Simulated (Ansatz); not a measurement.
# Mo (P-1) in Ansatz: convergence with k mesh

Aim: find how far k mesh must go before the results for Mo settle, at PBE. This setting moves, with any that are tied to it; all else stays.

Program: Ansatz 0.2.0. These are calculated values, not measurements. Logs are shortened: lines on timing, memory, paths and dates and some standing lists are left out, and cuts for length are marked.

### Step 1. The crystal as given

The typed cell holds 1 atom: a = 2.785 Å, b = 2.985 Å, c = 2.927 Å, α = 59.76°, β = 54.74°, γ = 58.94°.

This isn't the form of Mo at room conditions, which is bcc.

### Step 2. With k mesh 4 × 3 × 4

Contents of input.yaml:

```yaml
crystal:
  lattice:
    - [0.15753066, 2.01904464, 1.9118309]
    - [2.12472561, -0.02639602, 2.09575758]
    - [2.02995326, 2.10819897, 0.06837633]
  atoms:
    - { symbol: Mo, position: [0.0, 0.0, 0.0] }
hamiltonian:
  xc: pbe
  pseudopotentials: { kind: nc, accuracy: standard }
kpoints:
  mp_grid: { grid: [4, 3, 4] }
scf:
  occupations: { method: fermi_dirac, width: 0.05 }
output:
  forces: true
  stress: true
  eigenvalues: true
```

Potentials or basis: PseudoDojo standard (PBE files).

On the command line:

```sh
$ ansatz run input.yaml --threads 2 --pin off --max-ram 5632MiB --backend cpu --events-out ev --progress --plain --runs-dir out
```

It took 0.56 s on 2 threads of Arm Neoverse V2, shared host; peak memory 0.25 GiB.

What came out:

```
Free energy            : -1911.9198 eV
Pressure               : 2.8 GPa
Band gap on the k mesh : none (metal or under the smearing width)
```

### Step 3. With k mesh 5 × 4 × 4

Changes to input.yaml since step 2:

```diff
@@ -11,3 +11,3 @@
 kpoints:
-  mp_grid: { grid: [4, 3, 4] }
+  mp_grid: { grid: [5, 4, 4] }
 scf:
```

Potentials or basis: PseudoDojo standard (PBE files).

On the command line:

```sh
$ ansatz run input.yaml --threads 2 --pin off --max-ram 5632MiB --backend cpu --events-out ev --progress --plain --runs-dir out
```

It took 0.91 s on 2 threads of Arm Neoverse V2, shared host; peak memory 0.26 GiB.

What came out:

```
Free energy            : -1911.9666 eV
Pressure               : -0.4 GPa
Band gap on the k mesh : none (metal or under the smearing width)
```

### Step 4. With k mesh 6 × 5 × 6

Changes to input.yaml since step 3:

```diff
@@ -11,3 +11,3 @@
 kpoints:
-  mp_grid: { grid: [5, 4, 4] }
+  mp_grid: { grid: [6, 5, 6] }
 scf:
```

On the command line:

```sh
$ ansatz run input.yaml --threads 2 --pin off --max-ram 5632MiB --backend cpu --events-out ev --progress --plain --runs-dir out
```

It took 1.6 s on 2 threads of Arm Neoverse V2, shared host; peak memory 0.3 GiB.

Results:

- Free energy: -1912.0072 eV
- Pressure: -1.6 GPa
- Band gap on the k mesh: none (metal or under the smearing width)

### Step 5. With k mesh 7 × 6 × 7

Changes to input.yaml since step 4:

```diff
@@ -11,3 +11,3 @@
 kpoints:
-  mp_grid: { grid: [6, 5, 6] }
+  mp_grid: { grid: [7, 6, 7] }
 scf:
```

On the command line:

```sh
$ ansatz run input.yaml --threads 2 --pin off --max-ram 5632MiB --backend cpu --events-out ev --progress --plain --runs-dir out
```

It took 2.5 s on 2 threads of Arm Neoverse V2, shared host; peak memory 0.33 GiB.

Results:

```
Free energy            : -1912.0265 eV
Pressure               : -1.5 GPa
Band gap on the k mesh : none (metal or under the smearing width)
```

### Step 6. With k mesh 9 × 8 × 8

Changes to input.yaml since step 5:

```diff
@@ -11,3 +11,3 @@
 kpoints:
-  mp_grid: { grid: [7, 6, 7] }
+  mp_grid: { grid: [9, 8, 8] }
 scf:
```

Potentials or basis: PseudoDojo standard (PBE files).

On the command line:

```sh
$ ansatz run input.yaml --threads 2 --pin off --max-ram 5632MiB --backend cpu --events-out ev --progress --plain --runs-dir out
```

It took 4.8 s on 2 threads of Arm Neoverse V2, shared host; peak memory 0.39 GiB.

Results (log left out):

* Free energy: -1911.9901 eV
* Pressure: -0.8 GPa
* Band gap on the k mesh: none (metal or under the smearing width)

### Step 7. With k mesh 11 × 10 × 10

Changes to input.yaml since step 6:

```diff
@@ -11,3 +11,3 @@
 kpoints:
-  mp_grid: { grid: [9, 8, 8] }
+  mp_grid: { grid: [11, 10, 10] }
 scf:
```

On the command line:

```sh
$ ansatz run input.yaml --threads 2 --pin off --max-ram 5632MiB --backend cpu --events-out ev --progress --plain --runs-dir out
```

It took 9 s on 2 threads of Arm Neoverse V2, shared host; peak memory 0.5 GiB.

It converged, with:

```yaml
Free_energy: -1912.0000 eV
Pressure: -1.2 GPa
Band_gap_on_the_k_mesh: none (metal or under the smearing width)
```

### Step 8. With k mesh 14 × 12 × 13

Changes to input.yaml since step 7:

```diff
@@ -11,3 +11,3 @@
 kpoints:
-  mp_grid: { grid: [11, 10, 10] }
+  mp_grid: { grid: [14, 12, 13] }
 scf:
```

On the command line:

```sh
$ ansatz run input.yaml --threads 2 --pin off --max-ram 5632MiB --backend cpu --events-out ev --progress --plain --runs-dir out
```

Run time: 18 s. Hardware: 2 threads of Arm Neoverse V2, shared host; peak memory 0.74 GiB.

It converged, with:

```
Free energy            : -1911.9983 eV
Pressure               : -1.0 GPa
Band gap on the k mesh : none (metal or under the smearing width)
```

### Step 9. With k mesh 17 × 15 × 16

Changes to input.yaml since step 8:

```diff
@@ -11,3 +11,3 @@
 kpoints:
-  mp_grid: { grid: [14, 12, 13] }
+  mp_grid: { grid: [17, 15, 16] }
 scf:
```

Potentials or basis: PseudoDojo standard (PBE files).

On the command line:

```sh
$ ansatz run input.yaml --threads 2 --pin off --max-ram 5632MiB --backend cpu --events-out ev --progress --plain --runs-dir out
```

Run time: 34 s. Hardware: 2 threads of Arm Neoverse V2, shared host; peak memory 1.2 GiB.

It converged, with:

```yaml
Free_energy: -1911.9988 eV
Pressure: -1.0 GPa
Band_gap_on_the_k_mesh: none (metal or under the smearing width)
```

### Step 10. With k mesh 20 × 18 × 19

Changes to input.yaml since step 9:

```diff
@@ -11,3 +11,3 @@
 kpoints:
-  mp_grid: { grid: [17, 15, 16] }
+  mp_grid: { grid: [20, 18, 19] }
 scf:
```

Potentials or basis: PseudoDojo standard (PBE files).

On the command line:

```sh
$ ansatz run input.yaml --threads 2 --pin off --max-ram 5632MiB --backend cpu --events-out ev --progress --plain --runs-dir out
```

What it wrote:

```text
Warning: RAYON_NUM_THREADS=2 ignored (pool sized by the plan → 2); use --threads N
Engine: ansatz 0.2.0, aarch64-unknown-linux-gnu
Pseudopotentials: kind: nc
Pseudopotential: Mo, nc, valence charge 14, recommended cutoff 1088.45545 eV (normal), Mo.nc.azcp (PseudoDojo's, or run here from an input of PseudoDojo's; its table is named by hamiltonian.pseudopotentials.accuracy)
Functional definition: PBE
  parameter kappa = 0.804
  parameter beta = 0.06672455060314922
  exchange = pbe_x(kappa = kappa, mu = beta*pi^2/3)
  correlation = pbe_c(beta = beta)
Crystal: 1 atoms, lattice volume = 16.266 Å³
Basis set: ecut = 1088.45545 eV, 1319 PW (Γ), exchange–correlation on 60×72×64 points (8 copies of the dense FFT grid, shifted against one another)
Bands: 11, of which v1, the nominal top of the filled ones, is band 7 counted from 1 (6 counted from 0)
Symmetry: 2 space group operations
Space group: P-1 (ITA 2), of the structure as read, at distance tolerance 2.5e-5 Å
k-points: 3422 of 6840
Non-local potential: Mo, projectors of the file, l = 0: 2, l = 1: 2, l = 2: 2
Initial density: superposition of atomic densities (chi_scale 0.1, normalization cell)
Initial wavefunctions: pseudopotential atomic-orbital guess
Functional: x = pbe(κ = 0.804, μ = 0.2195149727645171), c = pbe(β = 0.06672455060314922)
SCF iter   1: F=—  HF=-1912.563769 eV  |F-HF|=—  |Δ(HF+E_count)|=         —  Δρ=1.03e-1  dr2=1.66e0  ethr=3.10e-3  ⟨swp⟩=6.0  Hψ=274548  notcnv=0
preconditioner: auto → none  [metal: Δε(μ)=0.001 eV  Ē_g=8.126 eV  σ=0.050 eV  W_gap=0.00  n_scr=4 (ndim 8)  ℏωp=22.6 eV  f_vac=0.000  D(μ)=0.92/eV (n_scr^D=12)  sad-step TF]
SCF iter   2: F=—  HF=-1912.136845 eV  |F-HF|=—  |Δ(HF+E_count)|=   4.27e-1  Δρ=5.52e-2  dr2=4.49e-1  ethr=3.10e-3  ⟨swp⟩=3.0  Hψ=93909  notcnv=0  defer=87
SCF iter   3: F=—  HF=-1911.998667 eV  |F-HF|=—  |Δ(HF+E_count)|=   1.38e-1  Δρ=4.42e-3  dr2=1.46e-3  ethr=3.10e-3  ⟨swp⟩=3.4  Hψ=71999  notcnv=0  defer=87
SCF iter   4: F=—  HF=-1911.998608 eV  |F-HF|=—  |Δ(HF+E_count)|=   5.93e-5  Δρ=6.73e-4  dr2=1.57e-5  ethr=1.04e-5  ⟨swp⟩=2.3  Hψ=73389  notcnv=0  defer=87
SCF iter   5: F=—  HF=-1911.998612 eV  |F-HF|=—  |Δ(HF+E_count)|=   4.54e-6  Δρ=1.46e-4  dr2=1.94e-6  ethr=1.12e-7  ⟨swp⟩=2.5  Hψ=64711  notcnv=0  defer=87
SCF iter   6: F=-1911.998612 eV  HF=-1911.998612 eV  |F-HF|=3.04e-8  |Δ(HF+E_count)|=   5.35e-7  Δρ=2.44e-5  dr2=4.21e-8  ethr=7.14e-10  ⟨swp⟩=6.4  Hψ=250697  notcnv=0
SCF 1 converged in 6 iterations: F = -1911.998612 eV  dr2 = 4.21e-8
SCF converged after 6 iterations
Free energy (F): -1911.998612 eV
Harris-Foulkes:  -1911.998612 eV  (|F-HF|=3.04e-8)
Internal energy: -1911.990187 eV  (E = F + TS)
E sigma→0 (E₀):  -1911.994400 eV
Entropy (-TS):   -0.008424 eV (-8.424 meV/atom)
Fermi energy:    20.205951 eV
--- Per-component energies (eV) ---
  E_band       = -63.249812
  E_kinetic    = 605.542539
  E_local      = -1120.253080  (includes V_loc(G=0)·N_el)
  E_nonlocal   = 233.904544
  E_hartree    = 254.152893
  E_xc         = -280.329603
  E_vxc        = -290.746160  (∫ρ·V_xc dr)
  E_ewald      = -1605.007480
  E_smearing   = -0.008424  (= −TS)
  E_closure    = 0.000000  (closes the sum)
  Σ components = -1911.998612   (vs F -1911.998612, Δ=0.00e0)
--- Forces (eV/Å), atoms counted from 1 ---
  atom   1  Mo     0.00000000     0.00000000     0.00000000
  max |Σ_I F_I| component: 0.00e0 eV/Å
--- Stress (GPa, compression-positive) ---
       -1.241247       2.846068      -1.239454
        2.846068       2.298250      -1.009012
       -1.239454      -1.009012      -4.082426
  P = ⅓ Tr σ = -1.0085 GPa (-10.085 kbar)
--- Band table (eV; the first three rows and the last of 3422) ---
  k-point 0: bands = ["-40.8093", "-14.2888", "-14.2007", "-13.9194", "13.3367", "18.3623", "18.5021", "20.7219", "21.7139", "22.4904", "33.1221"]
  k-point 1: bands = ["-40.8023", "-14.2910", "-14.2138", "-13.9557", "13.4519", "18.4138", "18.5423", "20.6647", "21.6781", "22.4046", "33.3428"]
  k-point 2: bands = ["-40.7819", "-14.3044", "-14.2594", "-14.0447", "13.7818", "18.5420", "18.6454", "20.5494", "21.5908", "22.1840", "33.9316"]
  k-point 3421: bands = ["-40.6297", "-15.3678", "-14.3567", "-14.0616", "15.5031", "18.0413", "20.5643", "20.9586", "23.2118", "24.2332", "30.2477"]
```

Wall time 57 s (2 threads of Arm Neoverse V2, shared host); peak memory 1.8 GiB.

What came out:

```yaml
Free_energy: -1911.9986 eV
Pressure: -1.0 GPa
Band_gap_on_the_k_mesh: none (metal or under the smearing width)
```

### Step 11. Result

```tsv
k mesh	energy less the tightest run, at zero smearing (meV/atom)	pressure (GPa)	SCF cycles	CPU time (s)	peak memory (GiB)
4 × 3 × 4	78.97	2.81	6	1	0.25
5 × 4 × 4	33.46	-0.44	7	1.7	0.26
6 × 5 × 6	-8.81	-1.57	7	3.1	0.3
7 × 6 × 7	-29.62	-1.52	7	4.9	0.33
9 × 8 × 8	9.22	-0.79	6	9.4	0.39
11 × 10 × 10	-1.65	-1.19	6	18	0.5
14 × 12 × 13	-0.04	-0.97	6	36	0.74
17 × 15 × 16	-0.22	-0.96	6	67	1.2
20 × 18 × 19	0.00	-1.01	6	110	1.8
```

Against the tightest run, the energy stays within 1 meV/atom from 14 × 12 × 13 on; the pressure stays within 0.1 GPa from 14 × 12 × 13 on. Meshes of other sizes hit other points, so gaps and Fermi surfaces needn't settle smoothly. The tightest run that finished is the yardstick and may itself not be fully converged.
